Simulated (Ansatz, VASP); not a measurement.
# Two plane-wave programs on Ba

```
Ba
1.0
     0.00000    3.23267    3.23267
     3.23267    0.00000    3.23267
     3.23267    3.23267    0.00000
Ba
1
Cartesian
  0.0000 0.0000 0.0000
```

This isn't the form of Ba at room conditions, which is bcc.

Alike in both runs: task single point; functional r2SCAN; k mesh 14 × 14 × 14; occupations gaussian, width 0.15 eV; no spin polarisation.

```csv
,VASP,Ansatz
version,VASP 6.6.1,Ansatz 0.2.0
potentials or method,"VASP PAW PBE potentials, release 64 (Ba_sv)","scalar-relativistic, plane waves, PAW"
plane-wave cutoff (eV),520,500
valence electrons in the cell,10,10
```

Ansatz gave:

* gap on the k mesh at the Fermi level (eV): none
* pressure (GPa): -0.1

Question: Which values does VASP return?

Answer: gap on the k mesh at the Fermi level (eV): none; pressure (GPa): 0.0.

A gap of «none» marks a metal or a gap that the smearing closes.

Caveats: the PAW data sets were made with another functional, which shifts forces and pressure a little (VASP). Spin-orbit coupling is left out, which matters for the levels of Ba.
